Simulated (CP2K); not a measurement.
**Ge under changes of volume**

One of the cells (22.833 Å³/atom); the others are scaled copies at fixed shape and fractional positions:

```xyz
4
Lattice="3.9976 0.0000 0.0000 -1.9988 3.4620 0.0000 0.0000 0.0000 6.5994" Properties=species:S:1:pos:R:3 pbc="T T T"
Ge    0.0000    2.3080    6.1843
Ge    1.9988    1.1540    2.8846
Ge    0.0000    2.3080    3.7148
Ge    1.9988    1.1540    0.4151
```

This isn't the form of Ge at room conditions, which is diamond.

* Program: CP2K 2026.2
* Functional: PBE
* Potentials or basis: POTENTIAL_UZH Ge GTH-PBE-q4; TZVP-MOLOPT-PBE-GTH basis
* Density cutoff: 6123 eV
* k mesh: 8 × 8 × 4
* Occupations: fermi-dirac, width 0.05 eV
* Spin: no spin polarisation

```csv
volume (Å³/atom),energy over the lowest point (meV/atom),pressure (GPa),largest force (eV/Å)
21.463,?,?,?
21.920,38.59,6.6,0.033
22.377,22.44,4.8,0.027
22.833,10.93,3.3,0.025
23.290,3.56,1.9,0.020
23.747,0.05,0.6,0.012
24.203,0.00,-0.5,0.004
```

Task: What does the run at 21.463 Å³/atom give?

Result: Energy over the lowest point 60.06 meV/atom; pressure 8.5 GPa; largest force 0.042 eV/Å.

Worked out: A Birch-Murnaghan fit of order 3 (a polynomial in V^(-2/3)) to the other rows has its minimum at 23.98 Å³/atom with B0 = V·E''(V) = 61 GPa and B' = 3.8 at fixed shape and positions, which overstates the stiffness. It gives 59.80 meV/atom at 21.463 Å³/atom, against the run's 60.06, and -dE/dV = 8.4 GPa, against 8.5.

Energies are extrapolated to zero smearing.

Caveats: the basis of atomic orbitals isn't converged, which shifts pressures, moduli and gaps.
